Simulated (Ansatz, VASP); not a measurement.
# W: VASP beside Ansatz

INCAR

```
SYSTEM = W
PREC     = Accurate       ! precision mode
ENCUT    = 520            ! plane-wave cutoff, eV
EDIFF    = 1E-6           ! SCF threshold, eV
ISMEAR   = -1             ! smearing method
SIGMA    = 0.1            ! smearing width, eV
LREAL    = .FALSE.        ! projectors in reciprocal space
LASPH    = .TRUE.         ! aspherical terms in the spheres
NELM     = 60             ! most SCF steps
ALGO     = Normal         ! electronic algorithm
ISIF     = 2              ! what is computed and relaxed
LWAVE    = .FALSE.        ! write WAVECAR
LCHARG   = .FALSE.        ! write CHGCAR
GGA      = PS             ! functional
NBANDS   = 13             ! bands
```

The input KPOINTS:

```
regular mesh
0
G
  12 12 12
  0 0 0
```

File POSCAR:

```
W
1.0
    0.0000000000      2.0367442356      2.0367442356
    2.0367442356      0.0000000000      2.0367442356
    2.0367442356      2.0367442356      0.0000000000
W
1
Direct
    0.0000000000      0.0000000000      0.0000000000
```

Input for Ansatz:

```yaml
crystal:
  lattice:
    - [0.0, 2.036744235590441, 2.036744235590441]
    - [2.036744235590441, 0.0, 2.036744235590441]
    - [2.036744235590441, 2.036744235590441, 0.0]
  atoms:
    - { symbol: W, position: [0.0, 0.0, 0.0] }
basis:
  ecutwfc: 470.0
kpoints:
  mp_grid:
    grid: [12, 12, 12]
hamiltonian:
  xc: pbesol
scf:
  occupations:
    method: fermi_dirac
    width: 0.1
output:
  stress: true
```

This isn't the form of W at room conditions, which is bcc.

Alike in both runs: task single point; functional PBEsol; k mesh 12 × 12 × 12; occupations fermi-dirac, width 0.1 eV; no spin polarisation.

|  | VASP | Ansatz |
| --- | --- | --- |
| version | VASP 6.6.1 | Ansatz 0.2.0 |
| potentials or method | VASP PAW PBE potentials, release 64 (W_sv) | plane waves, PAW |
| plane-wave cutoff (eV) | 520 | 470 |
| valence electrons in the cell | 14 | 14 |

```tsv
	VASP	Ansatz	Ansatz less VASP
pressure (GPa)	-14.8	-15.2	-0.44
```

With one functional, cell and mesh, what is left measures potentials, basis and numerics.

Caveats: the PAW data sets were made with another functional, which shifts forces and pressure a little (VASP). Spin-orbit coupling is left out, which matters for the levels of W.
